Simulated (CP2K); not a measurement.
Runs of CP2K 2026.2 on GaAs. The structure is cubic, space group F-43m (No. 216). Conventional cell: a = 5.654 Å, b = 5.654 Å, c = 5.654 Å, α = 90.00°, β = 90.00°, γ = 90.00°. As (site symmetry -43m) is surrounded by 4 Ga at 2.45 Å. Around Ga (site symmetry -43m) lie 4 As at 2.45 Å. 

```csv
task,level,potentials or basis,smearing,EPS_DEFAULT,NGRIDS,points a segment of the path (NPOINTS),bands added on the path,gap on the mesh (eV),pressure (GPa),V0 of scaled cells (Å³/atom),B0 (GPa)
band structure,LDA,"GTH_POTENTIALS As GTH-PADE-q5, Ga GTH-PADE-q13; TZVP-MOLOPT-PBE-GTH basis",fermi-dirac 0.1 eV,1.0E-9,5,10,4,0.29,(b),-,-
band structure,PBEsol,"POTENTIAL_UZH As GTH-PBE-q5, Ga GTH-PBE-q13; TZVP-MOLOPT-PBE-GTH basis",fermi-dirac 0.05 eV,1.0E-10,5,6,2,0.38,1.7,-,-
equation of state,LDA,"GTH_POTENTIALS As GTH-PADE-q5, Ga GTH-PADE-q13; TZVP-MOLOPT-PBE-GTH basis",fermi-dirac 0.0259 eV,1.0E-10,4,-,-,-,-,22.05,(a)
band structure,PBEsol,"POTENTIAL_UZH As GTH-PBE-q5, Ga GTH-PBE-q13; TZVP-MOLOPT-PBE-GTH basis",fermi-dirac 0.0259 eV,1.0E-10,4,6,4,0.38,1.7,-,-
equation of state,PBEsol,"POTENTIAL_UZH As GTH-PBE-q5, Ga GTH-PBE-q13; TZVP-MOLOPT-PBE-GTH basis",fermi-dirac 0.05 eV,1.0E-10,5,-,-,-,-,23.14,65
```

Alike in all rows: no spin polarisation; cell as given; k mesh 8 × 8 × 8.

Q: Estimate the missing entries.

A: (a) 75; (b) -1.6.

Caveats: the basis of atomic orbitals isn't converged, which shifts pressures, moduli and gaps; the potentials were made for another functional, which shifts forces and pressure (some runs).

A k mesh can miss the band edges, and the runs leave out spin-orbit coupling on As, Ga.

Not every run made on this cell is shown here.
